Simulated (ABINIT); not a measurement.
The system is Ge.

```
Ge
1.0
     3.99759    0.00000    0.00000
    -1.99879    3.46201    0.00000
     0.00000    0.00000    6.59938
Ge
4
Direct
  0.33333 0.66667 0.93710
  0.66667 0.33333 0.43710
  0.33333 0.66667 0.56290
  0.66667 0.33333 0.06290
```

This isn't the form of Ge at room conditions, which is diamond.

Program: ABINIT 10.8.3 (patched build). Alike in all runs: task band structure; potentials or basis JTH PAW PBE v2.0; no spin polarisation; cell as given; k mesh 8 × 8 × 4; cutoff (eV) 707; smearing fermi-dirac 0.05 eV.

Q: Order these runs on this cell by their pressure, lowest first.
A. level BLYP
B. level LDA
C. level PBEsol

A: B (-1.9 GPa), C (0.1 GPa), A (6.7 GPa).

Caveats: the PAW data sets were made with another functional, which shifts forces and pressure a little.
